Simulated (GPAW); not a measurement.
HfO2:

```xyz
3
Lattice="0.0000 2.5575 2.5575 2.5575 0.0000 2.5575 2.5575 2.5575 0.0000" Properties=species:S:1:pos:R:3 pbc="T T T"
Hf    0.0000    0.0000    0.0000
O     3.8363    3.8363    3.8363
O     1.2788    1.2788    1.2788
```

Measurements of this composition are mostly on another form, of space group No. 14.

Base run:

```yaml
Program: GPAW 26.7.0
Functional: LDA
Potentials_or_basis: the program's PAW data sets (release 1.2.1) made for this functional
Cutoff: 800 eV
Basis: pw
k_mesh: 9 × 9 × 9
Occupations: fermi-dirac, width 0.05 eV
Spin: no spin polarisation
```

Its results: band gap on the k mesh 3.63 eV, indirect (least direct gap 3.74 eV); pressure -17.6 GPa.

**Question.** The run is repeated on the same cell with these changes: functional from LDA to revPBE; band points from 60 to 100. What comes out?

**Answer.** Band gap on the k mesh 3.91 eV, indirect (least direct gap 4.02 eV); pressure 1.2 GPa.

Caveats: spin-orbit coupling is left out, which moves the levels of the heavy elements; the mesh misses the band edges, which the band path finds closer together; so large a pressure means that the cell lies far from this level's equilibrium, or that cutoff or potentials fall short (some runs).
